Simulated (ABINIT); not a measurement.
Runs of ABINIT 10.8.3 (patched build) on Fe. It takes space group Im-3m (No. 229, cubic). Conventional cell: a = 2.886 Å, b = 2.886 Å, c = 2.886 Å, α = 90.00°, β = 90.00°, γ = 90.00°. Fe (site symmetry m-3m) has 8 Fe at 2.50 Å as nearest neighbours. 

```tsv
level	potentials or basis	k mesh	cutoff (eV)	fine-grid cutoff	mesh quality	gap on the mesh (eV)	moment (μB)
LDA	JTH PAW LDA v2.0	17 × 17 × 17	463	925.187 eV	not flagged	none	2.24
PBEsol	JTH PAW PBE v2.0	17 × 17 × 17	463	925.187 eV	not flagged	none	2.28
PBEsol	JTH PAW PBE v2.0	8 × 8 × 8	463	925.187 eV	coarse	none	2.36
r2SCAN	JTH PAW PBE v2.0	8 × 8 × 8	544	1088.46 eV	coarse	none	(a)
```

Alike in all rows: task single point; spin collinear, ferromagnetic start; cell as given; smearing fermi-dirac 0.05 eV.

Q: Estimate the missing entries.

A: (a) 2.77.

Caveats: some runs use coarse meshes.

A gap of «none» marks a metal or a gap under the smearing width.
